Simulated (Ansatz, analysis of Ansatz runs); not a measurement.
# Migration in MgS (F-43m): S_i by the interstitialcy path, charge 0

Aim: the barrier of one jump in MgS (F-43m) at charge 0: S_i by the interstitialcy path. The model is a cell of 54 host atoms with 1 S put in; S is the atom that moves.

Program: Ansatz 0.2.0. Level of theory: plane-wave PAW DFT, PBEsol; nudged elastic band between two relaxed defect structures. Values are calculated unless marked as measured.

## 1. The structure

The cell holds 55 atoms: 27 Mg and 28 S. Its edges and angles: a = 11.989 Å, b = 11.989 Å, c = 11.989 Å, α = 60.0°, β = 60.0°, γ = 60.0°. It derives from MgS (space group F-43m). Nearest the centre at fractional (0.729, 0.146, 0.146): S38 at 1.17 Å, S55 at 1.17 Å, Mg43 at 2.09 Å, Mg39 at 2.09 Å, Mg1 at 2.89 Å, S44 at 3.06 Å, S40 at 3.06 Å, Mg37 at 3.51 Å.

The cell's shortest repeat is 12.0 Å.

## 2. Relaxation of the start point, charge 0

The ends come first: from an unrelaxed start the top is counted from too high an energy, and the barrier comes out too low. Small random displacements break the symmetry of the ideal sites, so that the defect can distort if it gains by it.

File q0.start/input.yaml:

```yaml
crystal:
  lattice:
    - [0.0, 8.4772986, 8.4772986]
    - [8.4772986, 0.0, 8.4772986]
    - [8.4772986, 8.4772986, 0.0]
  atoms:
    - { symbol: Mg, position: [0.0, 0.0, 0.0] }
    - { symbol: S, position: [0.08333333, 0.08333333, 0.08333333] }
    - { symbol: Mg, position: [0.0, 0.0, 0.33333333] }
    - { symbol: S, position: [0.08333333, 0.08333333, 0.41666667] }
    - { symbol: Mg, position: [0.0, 0.0, 0.66666667] }
    - { symbol: S, position: [0.08333333, 0.08333333, 0.75] }
    - { symbol: Mg, position: [0.0, 0.33333333, 0.0] }
    - { symbol: S, position: [0.08333333, 0.41666667, 0.08333333] }
    - { symbol: Mg, position: [0.0, 0.33333333, 0.33333333] }
    - { symbol: S, position: [0.08333333, 0.41666667, 0.41666667] }
    - { symbol: Mg, position: [0.0, 0.33333333, 0.66666667] }
    - { symbol: S, position: [0.08333333, 0.41666667, 0.75] }
    - { symbol: Mg, position: [0.0, 0.66666667, 0.0] }
    - { symbol: S, position: [0.08333333, 0.75, 0.08333333] }
    - { symbol: Mg, position: [0.0, 0.66666667, 0.33333333] }
    - { symbol: S, position: [0.08333333, 0.75, 0.41666667] }
    - { symbol: Mg, position: [0.0, 0.66666667, 0.66666667] }
    - { symbol: S, position: [0.08333333, 0.75, 0.75] }
    - { symbol: Mg, position: [0.33333333, 0.0, 0.0] }
    - { symbol: S, position: [0.41666667, 0.08333333, 0.08333333] }
    - { symbol: Mg, position: [0.33333333, 0.0, 0.33333333] }
    - { symbol: S, position: [0.41666667, 0.08333333, 0.41666667] }
    - { symbol: Mg, position: [0.33333333, 0.0, 0.66666667] }
    - { symbol: S, position: [0.41666667, 0.08333333, 0.75] }
    - { symbol: Mg, position: [0.33333333, 0.33333333, 0.0] }
    - { symbol: S, position: [0.41666667, 0.41666667, 0.08333333] }
    - { symbol: Mg, position: [0.33333333, 0.33333333, 0.33333333] }
    - { symbol: S, position: [0.41666667, 0.41666667, 0.41666667] }
    - { symbol: Mg, position: [0.33333333, 0.33333333, 0.66666667] }
    - { symbol: S, position: [0.41666667, 0.41666667, 0.75] }
    - { symbol: Mg, position: [0.33333333, 0.66666667, 0.0] }
    - { symbol: S, position: [0.41666667, 0.75, 0.08333333] }
    - { symbol: Mg, position: [0.33333333, 0.66666667, 0.33333333] }
    - { symbol: S, position: [0.41666667, 0.75, 0.41666667] }
    - { symbol: Mg, position: [0.33333333, 0.66666667, 0.66666667] }
    - { symbol: S, position: [0.41666667, 0.75, 0.75] }
    - { symbol: Mg, position: [0.66666667, 0.0, 0.0] }
    - { symbol: S, position: [0.75, 0.08333333, 0.08333333] }
    - { symbol: Mg, position: [0.66666667, 0.0, 0.33333333] }
    - { symbol: S, position: [0.75, 0.08333333, 0.41666667] }
    - { symbol: Mg, position: [0.66666667, 0.0, 0.66666667] }
    - { symbol: S, position: [0.75, 0.08333333, 0.75] }
    - { symbol: Mg, position: [0.66666667, 0.33333333, 0.0] }
    - { symbol: S, position: [0.75, 0.41666667, 0.08333333] }
    - { symbol: Mg, position: [0.66666667, 0.33333333, 0.33333333] }
    - { symbol: S, position: [0.75, 0.41666667, 0.41666667] }
    - { symbol: Mg, position: [0.66666667, 0.33333333, 0.66666667] }
    - { symbol: S, position: [0.75, 0.41666667, 0.75] }
    - { symbol: Mg, position: [0.66666667, 0.66666667, 0.0] }
    - { symbol: S, position: [0.75, 0.75, 0.08333333] }
    - { symbol: Mg, position: [0.66666667, 0.66666667, 0.33333333] }
    - { symbol: S, position: [0.75, 0.75, 0.41666667] }
    - { symbol: Mg, position: [0.66666667, 0.66666667, 0.66666667] }
    - { symbol: S, position: [0.75, 0.75, 0.75] }
    - { symbol: S, position: [0.708333, 0.208333, 0.208333] }
basis:
  ecutwfc: 420
  xc_grid: 2
hamiltonian:
  xc: pbesol
kpoints:
  mp_grid: { grid: [1, 1, 1], shift: [0.25, 0.25, 0.25] }
scf:
  occupations: { method: fixed }
  max_iter: 100
output:
  forces: true
relax:
  f_tol: 0.02
  max_steps: 70
  random_displacement: { amplitude: 0.03, seed: 9601 }
```

Run with:

```console
$ ansatz run input.yaml --threads 4 --pin off --max-ram 14131MiB --backend cpu --events-out ev --progress --plain --runs-dir out
```

The program printed:

```text
The last accepted step is kept in <dir> (removed where the run ends without a failure and the disk answers)
Engine: ansatz 0.2.0, aarch64-unknown-linux-gnu
Pseudopotentials: kind: paw
Pseudopotential: Mg, paw, valence charge 10, recommended cutoff 420 eV (normal), Mg.paw.azcp
Pseudopotential: S, paw, valence charge 6, recommended cutoff 420 eV (normal), S.paw.azcp
Functional definition: PBEsol
  exchange = pbesol_x
  correlation = pbesol_c
Crystal: 55 atoms, lattice volume = 1218.435 Å³
Basis set: ecut = 420 eV, 23589 PW (Γ), exchange–correlation on 162×162×162 points (8 copies of the dense FFT grid, shifted against one another)
Bands: 274, of which v1, the nominal top of the filled ones, is band 219 counted from 1 (218 counted from 0)
Symmetry: 1 space group operations
k-points: 1
Non-local potential: Mg, projectors of the file, l = 0: 3, l = 1: 2, l = 2: 1
Non-local potential: S, projectors of the file, l = 0: 2, l = 1: 2, l = 2: 2
PAW form: soft (Blöchl's): semilocal exchange-correlation on the pseudo side does not see the compensation charge
PAW frozen core: Mg, regenerated for the run's functional, and the local potential with it (the file was generated under x = pbe(κ = 0.804, μ = 0.219515), c = pbe(β = 0.066725))
PAW frozen core: S, regenerated for the run's functional, and the local potential with it (the file was generated under x = pbe(κ = 0.804, μ = 0.219515), c = pbe(β = 0.066725))
PAW one-centre angular grid: Mg, 110 points (default); XC on 64 Gauss nodes
PAW one-centre angular grid: S, 110 points (default); XC on 64 Gauss nodes
Initial density: superposition of atomic densities (neutral atoms: chi_scale 0, normalization atom), corrected by the library's trained network
Initial wavefunctions: pseudopotential atomic-orbital guess
Functional: x = pbesol(κ = 0.804, μ = 0.123457), c = pbesol(β = 0.046)
SCF iter   1: F=—  HF=-76472.190559 eV  |F-HF|=—  |Δ(HF+E_count)|=         —  Δρ=6.33e-3  dr2=6.84e-1  ethr=1.77e-3  ⟨swp⟩=4.0  Hψ=788  notcnv=0  defer=53
preconditioner: auto → Resta (q_TF=auto, 2.301 Å⁻¹)  ε∞=3.6  [insulator: Δε(μ)=0.222 eV  Ē_g=9.752 eV  n_scr=258 (ndim 8)  ℏωp=15.9 eV  f_vac=0.018  ε∞_Penn≈3.6]
SCF iter   2: F=—  HF=-76472.025000 eV  |F-HF|=—  |Δ(HF+E_count)|=   1.66e-1  Δρ=4.53e-3  dr2=2.96e-1  ethr=1.56e-4  ⟨swp⟩=3.0  Hψ=406  notcnv=0  defer=53
SCF iter   3: F=—  HF=-76472.155866 eV  |F-HF|=—  |Δ(HF+E_count)|=   1.31e-1  Δρ=9.79e-3  dr2=1.36e0  ethr=6.76e-5  ⟨swp⟩=3.0  Hψ=338  notcnv=0  defer=53  recentre
SCF iter   4: F=—  HF=-76472.021186 eV  |F-HF|=—  |Δ(HF+E_count)|=   1.35e-1  Δρ=4.26e-3  dr2=2.58e-1  ethr=6.76e-5  ⟨swp⟩=3.0  Hψ=337  notcnv=0  defer=53
SCF iter   5: F=—  HF=-76472.012393 eV  |F-HF|=—  |Δ(HF+E_count)|=   8.79e-3  Δρ=9.77e-3  dr2=1.27e0  ethr=5.89e-5  ⟨swp⟩=2.0  Hψ=308  notcnv=0  defer=53  recentre
SCF iter   6: F=—  HF=-76472.014807 eV  |F-HF|=—  |Δ(HF+E_count)|=   2.41e-3  Δρ=3.40e-3  dr2=1.50e-1  ethr=5.89e-5  ⟨swp⟩=2.0  Hψ=376  notcnv=0  defer=50
SCF iter   7: F=—  HF=-76472.012063 eV  |F-HF|=—  |Δ(HF+E_count)|=   2.74e-3  Δρ=2.77e-3  dr2=9.91e-2  ethr=3.42e-5  ⟨swp⟩=1.0  Hψ=224  notcnv=0  defer=50
SCF iter   8: F=—  HF=-76472.008160 eV  |F-HF|=—  |Δ(HF+E_count)|=   3.90e-3  Δρ=2.42e-3  dr2=7.84e-2  ethr=2.26e-5  ⟨swp⟩=1.0  Hψ=224  notcnv=0  defer=50
SCF iter   9: F=—  HF=-76472.004097 eV  |F-HF|=—  |Δ(HF+E_count)|=   4.06e-3  Δρ=2.07e-3  dr2=5.73e-2  ethr=1.79e-5  ⟨swp⟩=1.0  Hψ=224  notcnv=0  defer=50
SCF iter  10: F=—  HF=-76472.001193 eV  |F-HF|=—  |Δ(HF+E_count)|=   2.90e-3  Δρ=2.62e-3  dr2=9.57e-2  ethr=1.31e-5  ⟨swp⟩=2.0  Hψ=225  notcnv=0  defer=50
SCF iter  11: F=—  HF=-76472.012945 eV  |F-HF|=—  |Δ(HF+E_count)|=   1.18e-2  Δρ=8.15e-3  dr2=9.34e-1  ethr=1.31e-5  ⟨swp⟩=2.0  Hψ=225  notcnv=0  defer=50  recentre
SCF iter  12: F=—  HF=-76472.000273 eV  |F-HF|=—  |Δ(HF+E_count)|=   1.27e-2  Δρ=1.31e-3  dr2=2.28e-2  ethr=1.31e-5  ⟨swp⟩=2.0  Hψ=225  notcnv=0  defer=50
SCF iter  13: F=—  HF=-76472.000385 eV  |F-HF|=—  |Δ(HF+E_count)|=   1.13e-4  Δρ=1.28e-3  dr2=2.21e-2  ethr=5.21e-6  ⟨swp⟩=1.0  Hψ=224  notcnv=0  defer=50
SCF iter  14: F=—  HF=-76471.999858 eV  |F-HF|=—  |Δ(HF+E_count)|=   5.28e-4  Δρ=8.89e-4  dr2=1.10e-2  ethr=5.05e-6  ⟨swp⟩=1.0  Hψ=224  notcnv=0  defer=50
SCF iter  15: F=—  HF=-76472.000292 eV  |F-HF|=—  |Δ(HF+E_count)|=   4.34e-4  Δρ=1.20e-3  dr2=1.94e-2  ethr=2.50e-6  ⟨swp⟩=1.0  Hψ=224  notcnv=0  defer=50
SCF iter  16: F=—  HF=-76471.999673 eV  |F-HF|=—  |Δ(HF+E_count)|=   6.19e-4  Δρ=3.98e-4  dr2=2.44e-3  ethr=2.50e-6  ⟨swp⟩=1.0  Hψ=224  notcnv=0  defer=50
SCF iter  17: F=—  HF=-76472.001011 eV  |F-HF|=—  |Δ(HF+E_count)|=   1.34e-3  Δρ=1.31e-3  dr2=2.27e-2  ethr=5.56e-7  ⟨swp⟩=2.0  Hψ=225  notcnv=0  defer=50
SCF iter  18: F=—  HF=-76472.000617 eV  |F-HF|=—  |Δ(HF+E_count)|=   3.94e-4  Δρ=1.04e-3  dr2=1.43e-2  ethr=5.56e-7  ⟨swp⟩=1.0  Hψ=224  notcnv=0  defer=50
SCF iter  19: F=—  HF=-76472.000290 eV  |F-HF|=—  |Δ(HF+E_count)|=   3.26e-4  Δρ=5.84e-4  dr2=4.61e-3  ethr=5.56e-7  ⟨swp⟩=2.0  Hψ=225  notcnv=0  defer=50
SCF iter  20: F=—  HF=-76472.000387 eV  |F-HF|=—  |Δ(HF+E_count)|=   9.67e-5  Δρ=1.33e-3  dr2=2.28e-2  ethr=5.56e-7  ⟨swp⟩=2.0  Hψ=307  notcnv=0  defer=50  recentre
SCF iter  21: F=—  HF=-76472.000518 eV  |F-HF|=—  |Δ(HF+E_count)|=   1.31e-4  Δρ=1.02e-3  dr2=1.34e-2  ethr=5.56e-7  ⟨swp⟩=2.0  Hψ=335  notcnv=0  defer=50
SCF iter  22: F=—  HF=-76472.000193 eV  |F-HF|=—  |Δ(HF+E_count)|=   3.25e-4  Δρ=1.93e-4  dr2=4.75e-4  ethr=5.56e-7  ⟨swp⟩=1.0  Hψ=224  notcnv=0  defer=50
SCF iter  23: F=—  HF=-76472.000194 eV  |F-HF|=—  |Δ(HF+E_count)|=   1.30e-6  Δρ=1.86e-4  dr2=4.47e-4  ethr=1.09e-7  ⟨swp⟩=1.0  Hψ=224  notcnv=0  defer=50
SCF iter  24: F=—  HF=-76472.000189 eV  |F-HF|=—  |Δ(HF+E_count)|=   5.22e-6  Δρ=4.27e-5  dr2=2.54e-5  ethr=1.02e-7  ⟨swp⟩=1.0  Hψ=224  notcnv=0  defer=50
SCF iter  25: F=-76472.000187 eV  HF=-76472.000189 eV  |F-HF|=1.68e-6  |Δ(HF+E_count)|=   1.17e-7  Δρ=1.37e-5  dr2=2.52e-6  ethr=2.28e-9  ⟨swp⟩=2.0  Hψ=613  notcnv=0
SCF 1 converged in 25 iterations: F = -76472.000187 eV  dr2 = 2.52e-6
  greatest PAW one-centre occupation: 1.000 electrons in one spin orbital (limit 2), on the Mg atom at site 38 (counted from 0), in its partial waves of l = 0
relax step   1: F+E_penalty+E_count = -76472.00018706 eV  Δ(F+E_penalty+E_count) = +0.000e0 eV  max|allowed force component| = 3.122e0 eV/Å  Δτ_max = 0.0000 Å  (25 SCF iters, dr2 threshold 1.00e-5 eV, accepted)
[... the SCF cycles and remarks between the steps are left out from here to the last step ...]
relax step   2: F+E_penalty+E_count = -76473.74222017 eV  Δ(F+E_penalty+E_count) = -1.742e0 eV  max|allowed force component| = 2.996e0 eV/Å  Δτ_max = 0.1725 Å  (6 SCF iters, dr2 threshold 1.00e-4 eV, accepted)
relax step   3: F+E_penalty+E_count = -76474.57707359 eV  Δ(F+E_penalty+E_count) = -8.349e-1 eV  max|allowed force component| = 1.675e0 eV/Å  Δτ_max = 0.1947 Å  (5 SCF iters, dr2 threshold 1.00e-4 eV, accepted)
relax step   4: F+E_penalty+E_count = -76474.98107942 eV  Δ(F+E_penalty+E_count) = -4.040e-1 eV  max|allowed force component| = 5.709e-1 eV/Å  Δτ_max = 0.1949 Å  (5 SCF iters, dr2 threshold 1.00e-4 eV, accepted)
relax step   5: F+E_penalty+E_count = -76475.31546924 eV  Δ(F+E_penalty+E_count) = -3.344e-1 eV  max|allowed force component| = 5.771e-1 eV/Å  Δτ_max = 0.2000 Å  (5 SCF iters, dr2 threshold 3.79e-5 eV, accepted)
relax step   6: F+E_penalty+E_count = -76475.59665402 eV  Δ(F+E_penalty+E_count) = -2.812e-1 eV  max|allowed force component| = 5.590e-1 eV/Å  Δτ_max = 0.1905 Å  (5 SCF iters, dr2 threshold 3.87e-5 eV, accepted)
relax step   7: F+E_penalty+E_count = -76475.84181847 eV  Δ(F+E_penalty+E_count) = -2.452e-1 eV  max|allowed force component| = 4.320e-1 eV/Å  Δτ_max = 0.2000 Å  (5 SCF iters, dr2 threshold 1.00e-4 eV, accepted)
relax step   8: F+E_penalty+E_count = -76475.99706198 eV  Δ(F+E_penalty+E_count) = -1.552e-1 eV  max|allowed force component| = 2.468e-1 eV/Å  Δτ_max = 0.2000 Å  (5 SCF iters, dr2 threshold 1.00e-4 eV, accepted)
relax step   9: F+E_penalty+E_count = -76476.04636746 eV  Δ(F+E_penalty+E_count) = -4.931e-2 eV  max|allowed force component| = 9.962e-2 eV/Å  Δτ_max = 0.2000 Å  (6 SCF iters, dr2 threshold 1.99e-5 eV, accepted)
relax step  10: F+E_penalty+E_count = -76476.05466805 eV  Δ(F+E_penalty+E_count) = -8.301e-3 eV  max|allowed force component| = 3.674e-2 eV/Å  Δτ_max = 0.0416 Å  (5 SCF iters, dr2 threshold 1.62e-6 eV, accepted)
SCF iter   1: F=—  HF=-76476.054593 eV  |F-HF|=—  |Δ(HF+E_count)|=         —  Δρ=1.93e-4  dr2=3.11e-4  ethr=6.52e-7  ⟨swp⟩=3.0  Hψ=418  notcnv=0  defer=53
SCF iter   2: F=—  HF=-76476.054577 eV  |F-HF|=—  |Δ(HF+E_count)|=   1.61e-5  Δρ=1.03e-4  dr2=8.16e-5  ethr=7.10e-8  ⟨swp⟩=2.0  Hψ=376  notcnv=0  defer=52
SCF iter   3: F=—  HF=-76476.055042 eV  |F-HF|=—  |Δ(HF+E_count)|=   4.65e-4  Δρ=1.33e-5  dr2=2.86e-6  ethr=1.86e-8  ⟨swp⟩=2.0  Hψ=429  notcnv=0  defer=50
SCF iter   4: F=—  HF=-76476.055042 eV  |F-HF|=—  |Δ(HF+E_count)|=   4.85e-7  Δρ=3.98e-6  dr2=3.93e-7  ethr=6.53e-10  ⟨swp⟩=2.0  Hψ=335  notcnv=0  defer=50
SCF iter   5: F=-76476.055042 eV  HF=-76476.055042 eV  |F-HF|=4.00e-8  |Δ(HF+E_count)|=   3.13e-8  Δρ=1.61e-6  dr2=7.38e-8  ethr=2.28e-11  ⟨swp⟩=5.0  Hψ=828  notcnv=0
SCF 11 converged in 5 iterations: F = -76476.055042 eV  dr2 = 7.38e-8
relax step  11: F+E_penalty+E_count = -76476.05504234 eV  Δ(F+E_penalty+E_count) = -3.743e-4 eV  max|allowed force component| = 1.571e-2 eV/Å  Δτ_max = 0.0059 Å  (5 SCF iters, accepted)
SCF converged after 5 iterations
Free energy (F): -76476.055042 eV
Harris-Foulkes:  -76476.055042 eV  (|F-HF|=4.00e-8)
Internal energy: -76476.055042 eV  (E = F + TS)
E sigma→0 (E₀):  -76476.055042 eV
Fermi energy:    3.924281 eV
--- Per-component energies (eV) ---
  E_band       = -9885.825762
  E_kinetic    = 5083.323529
  E_local      = -50784.242690  (includes V_loc(G=0)·N_el)
  E_nonlocal   = 3389.110317
  E_hartree    = 18383.102478
  E_xc         = -3491.655951
  E_vxc        = -3484.618883  (∫ρ·V_xc dr)
  E_paw        = -23948.653125  (= ΣΔE_a)
  E_vpaw       = -855.603372  (= ΣTr[D̂ρ^β])
  E_aug_tail   = -0.000061  (compensation charges beyond the density's cutoff)
  E_ewald      = -25110.363401
  E_core_change = 3.323862  (= ΣΔE_core)
  E_smearing   = -0.000000  (= −TS)
  E_closure    = 0.000000  (closes the sum)
  Σ components = -76476.055042   (vs F -76476.055042, Δ=0.00e0)
--- Forces (eV/Å), atoms counted from 1 ---
  atom   1  Mg     0.00257550     0.00025610     0.00015653
  atom   2  S      0.00118517    -0.00201949    -0.00183400
  [... 19 atoms left out ...]
  atom  22  S     -0.00030466    -0.00089557     0.00042739
  [... 14 atoms left out ...]
  atom  37  Mg    -0.00381087     0.00217568    -0.00074939
  atom  38  S     -0.00069243    -0.00022252     0.00065500
  atom  39  Mg     0.00145030     0.00159084     0.00359428
  atom  40  S     -0.00156927     0.01499517    -0.01366250
  [... 2 atoms left out ...]
  atom  43  Mg    -0.00013262     0.00023382     0.00094141
  atom  44  S     -0.00100407    -0.00104017     0.00212949
  atom  45  Mg    -0.00823895     0.00388215    -0.00424031
  [... 9 atoms left out ...]
  atom  55  S     -0.00014925    -0.01548878     0.01570926
  max |Σ_I F_I| component: 2.04e-5 eV/Å
--- Relaxed structure (11 steps of the walk, 11 accepted, 0 SCFs on fresh bases) ---
  F+E_penalty+E_count = -76476.05504234 eV   max|allowed force component| = 1.571e-2 eV/Å
  atoms:
    - { symbol: Mg, position: [0.002943, -0.000772, -0.008047] }
    - { symbol: S, position: [0.086961, 0.081536, 0.075372] }
    [... 19 atoms left out ...]
    - { symbol: S, position: [0.419939, 0.085165, 0.412170] }
    [... 14 atoms left out ...]
    - { symbol: Mg, position: [0.664527, 0.000847, 0.000446] }
    - { symbol: S, position: [0.753579, 0.081078, 0.075136] }
    - { symbol: Mg, position: [0.670151, -0.000777, 0.326372] }
    - { symbol: S, position: [0.765029, -0.019761, 0.486024] }
    [... 2 atoms left out ...]
    - { symbol: Mg, position: [0.667797, 0.330922, -0.002002] }
    - { symbol: S, position: [0.750319, 0.423486, 0.073198] }
    - { symbol: Mg, position: [0.647747, 0.381090, 0.321808] }
    [... 9 atoms left out ...]
    - { symbol: S, position: [0.764989, 0.159170, 0.307179] }
```

Run time: 1.8 min. Hardware: 4 threads of Arm Neoverse V2, shared host; peak memory 1.8 GiB; 6.9 min of CPU time.

Reading the cycles: dr2 is the Hartree energy of the density residual (eV), the measure of convergence; HF is the Harris–Foulkes estimate of the energy, which meets the free energy F at convergence.

The steps of the relaxation:

```tsv
step	energy less that of the first step (eV)	largest force component (eV/Å)
1	0.0000	3.1217
2	-1.7420	2.9963
3	-2.5769	1.6747
4	-2.9809	0.5709
5	-3.3153	0.5771
6	-3.5965	0.5590
7	-3.8416	0.4320
8	-3.9969	0.2468
9	-4.0462	0.0996
10	-4.0545	0.0367
11	-4.0549	0.0157
```

The atoms that moved most (Å, from the sites as typed, ahead of the random displacement, the mean shift of all atoms taken out):

```tsv
atom	dx	dy	dz	length
S55	0.422	1.318	0.061	1.385
S40	-0.286	0.715	-0.749	1.074
Mg45	0.308	-0.258	0.242	0.469
Mg41	0.306	0.189	-0.206	0.415
S28	0.081	-0.077	-0.016	0.113
S24	0.081	-0.067	-0.026	0.109
S46	0.088	-0.001	0.058	0.105
S44	-0.028	-0.083	0.058	0.105
```

Neighbours of S55 at the end:

```tsv
atom	distance (Å)
S40	2.145
Mg45	2.359
Mg3	2.548
Mg39	2.550
S44	2.998
S38	3.427
S2	3.429
Mg43	3.691
Mg7	3.699
```

Numbers from this step:

```yaml
free_energy: -76476.0550 eV
r_m_s_move_of_the_farther_half_of_the_atoms: 0.09849 Å
largest_move_from_the_ideal_geometry_of_this_structure_a_common_shift_of_the_far_atoms_taken_out: 1.428 Å
```

The relaxation gained 4.055 eV and ended with a largest force component of 0.016 eV/Å.

(Continued in part 2 of 4.)

[Long decimals in the printed logs are rounded to 6 places.]

[Repeated set-up lines and some long k-point lines are left out of the logs, and relaxed atomic positions are cut to six decimals.]

[Logs are printed without paths, hosts, clocks, repeated set-up lines and the standing remarks that a program may print on its own settings, such as how far it seeks lower states.]

[Hosts, paths, dates, database ids (printed as entryN), source tags and the programs' standing remarks are cut or masked in the printed files.]
